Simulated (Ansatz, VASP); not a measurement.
**Si2Ni: VASP beside Ansatz**

File INCAR:

```
SYSTEM = Si2Ni
ALGO = Normal ; EDIFF = 1E-7
ENCUT = 520 ; GGA = RP
ISIF = 2 ; ISMEAR = -1
ISPIN = 2 ; LASPH = .TRUE.
LCHARG = .FALSE. ; LMAXMIX = 4
LORBIT = 11 ; LREAL = .FALSE.
LWAVE = .FALSE. ; MAGMOM = 1 0 0
NBANDS = 20 ; NELM = 150
PREC = Accurate ; SIGMA = 0.05
```

The input KPOINTS:

```
k-points
0
G
  5 5 5
  0 0 0
```

The input POSCAR:

```
Si2Ni
1.0
    0.0000000000      2.7030000000      2.7030000000
    2.7030000000      0.0000000000      2.7030000000
    2.7030000000      2.7030000000      0.0000000000
Ni Si
1 2
Direct
    0.0000000000      0.0000000000      0.0000000000
    0.7500000000      0.7500000000      0.7500000000
    0.2500000000      0.2500000000      0.2500000000
```

File input.yaml:

```yaml
crystal:
  lattice:
    - [0.0, 2.703, 2.703]
    - [2.703, 0.0, 2.703]
    - [2.703, 2.703, 0.0]
  atoms:
    - { symbol: Ni, position: [0.0, 0.0, 0.0], spin: 1.0 }
    - { symbol: Si, position: [0.75, 0.75, 0.75] }
    - { symbol: Si, position: [0.25, 0.25, 0.25] }
hamiltonian:
  xc: rpbe
  pseudopotentials: { kind: paw }
magnetization:
  spin_polarized: true
kpoints:
  mp_grid: { grid: [5, 5, 5] }
  band_path:
    path:
      - [[0.0, 0.0, 0.0], [0.5, 0.0, 0.5], [0.5, 0.25, 0.75], [0.375, 0.375, 0.75], [0.0, 0.0, 0.0], [0.5, 0.5, 0.5], [0.625, 0.25, 0.625], [0.5, 0.25, 0.75], [0.5, 0.5, 0.5], [0.375, 0.375, 0.75]]
      - [[0.625, 0.25, 0.625], [0.5, 0.0, 0.5]]
    npoints: 14
scf:
  occupations: { method: fermi_dirac, width: 0.05 }
  n_extra_bands: 7
output:
  forces: true
  stress: true
  eigenvalues: true
  fatbands: false
```

Alike in both runs: functional RPBE; k mesh 5 × 5 × 5; occupations fermi-dirac, width 0.05 eV; collinear spin.

```csv
,VASP,Ansatz
version,VASP 6.6.1,Ansatz 0.2.0
potentials or method,"VASP PAW PBE potentials, release 64 (Ni, Si)",Ansatz PAW
plane-wave cutoff (eV),520,420
valence electrons in the cell,18,26
task,single point,band structure
```

Ansatz gave:

```
gap on the k mesh at the Fermi level (eV) : none
pressure (GPa)                            : 6.6
net moment per atom (μB)                  : 0.00
```

Problem. Estimate VASP's values.

Solution. gap on the k mesh at the Fermi level (eV): none; pressure (GPa): 6.3; net moment per atom (μB): 0.00.

A gap of «none» marks a metal or a gap that the smearing closes. With one functional, cell and mesh, what is left measures potentials, basis and numerics. The two sets of potentials don't hold the same shells in valence.

Caveats: the k mesh is coarse (spacing up to 0.40 Å⁻¹), so the values aren't converged; the PAW data sets were made with another functional, which shifts forces and pressure a little (VASP); the PAW data sets come from PBE, with cores solved anew for the run's functional, which leaves a small shift of forces and pressure (Ansatz); the starting moments weren't kept (Ansatz).
